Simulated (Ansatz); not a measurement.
# AlN under changes of volume

One of the cells (9.946 Å³/atom); the others are scaled copies at fixed shape and fractional positions:

```
Al N
1.0
     3.31212    0.00000    0.00000
    -1.65606    2.86838    0.00000
     0.00000    0.00000    4.18756
Al N
2 2
Direct
  0.66667 0.33333 0.25000
  0.33333 0.66667 0.75000
  0.66667 0.33333 0.75000
  0.33333 0.66667 0.25000
```

Measurements of this composition are mostly on another form, of space group No. 186.

| Property | Result |
| --- | --- |
| Program | Ansatz 0.2.0 |
| Functional | PBEsol |
| Potentials or basis | Ansatz PAW |
| Cutoff | 420 eV (not typed: the program's choice for these potentials) |
| k mesh | 9 × 9 × 7 |
| Occupations | fermi-dirac, width 0.05 eV |
| Spin | no spin polarisation |

```csv
volume (Å³/atom),energy over the lowest point (meV/atom),pressure (GPa),gap on the mesh (eV)
9.349,13.79,10.7,3.63
9.548,3.86,5.5,3.47
9.747,0.00,0.8,3.32
9.946,1.71,-3.5,3.17
10.145,?,?,?
10.344,19.66,-10.8,2.88
10.543,35.02,-13.9,2.74
```

What does the run at 10.145 Å³/atom give?

Energy over the lowest point 8.41 meV/atom; pressure -7.3 GPa; gap on the mesh 3.03 eV.

Worked out: A Birch-Murnaghan fit of order 3 (a polynomial in V^(-2/3)) to the other rows has its minimum at 9.78 Å³/atom with B0 = V·E''(V) = 215 GPa and B' = 3.9 at fixed shape and positions, which overstates the stiffness. It gives 8.41 meV/atom at 10.145 Å³/atom, against the run's 8.41, and -dE/dV = -7.3 GPa, against -7.3. A straight line through the other rows of the gap, of slope -7.39 eV per unit of ln V (its deformation potential), gives 3.02 eV, against the run's 3.03.

Energies are extrapolated to zero smearing.

Caveats: odd divisions of the mesh miss points on the zone boundary, where band edges often lie, so the gap on the mesh can be too wide; the PAW data sets come from PBE, with cores solved anew for the run's functional, which leaves a small shift of forces and pressure.

A mesh can miss the band edges.
